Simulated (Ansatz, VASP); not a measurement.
**FeO: changing the dispersion correction**

The cell as given:

Symmetry: Fm-3m, No. 225, cubic system. Conventional cell: a = 4.311 Å, b = 4.311 Å, c = 4.311 Å, α = 90.00°, β = 90.00°, γ = 90.00°. Around Fe (site symmetry m-3m) lie 6 O at 2.16 Å. O (site symmetry m-3m) has 6 Fe at 2.16 Å as nearest neighbours.

Kept alike: task relaxation of cell and atoms; functional PBE; k mesh 8 × 8 × 8; occupations fermi-dirac, width 0.05 eV; collinear spin, ferromagnetic start. Program: Ansatz, Ansatz PAW, cutoff 420 eV. The mesh is that of the run's cell of 2 atoms. No spin-orbit coupling.

| dispersion correction | volume (Å³/atom) |
| --- | --- |
| D3(BJ) | 9.828 |
| D4 | 9.840 |
| none | 10.006 |

The relaxations keep at least the cell's symmetry (Fm-3m). For a metal such a mesh leaves the last digits unconverged. Relaxations stop with a little pressure left, so the last digits of a volume or edge aren't settled. The measured crystal is an antiferromagnetic insulator; a metallic or parallel state is the runs' own. Ansatz's relaxations hold a Pulay term in the stress (up to 0.7 GPa here). The runs hold the magnetic state that their start led to, which needn't be the lowest.

The volume runs from 9.828 (D3(BJ)) to 10.006 Å³/atom (none). Against no correction: D3(BJ) -1.8 %; D4 -1.7 %. Dispersion terms mostly attract and so lower the volume; the schemes' coefficients and damping set how far. A twin series (VASP, PBE PAW files Fe, O, 600 eV) moves it by +0.1731 between D3(BJ) and none, against +0.1777 Å³/atom here.
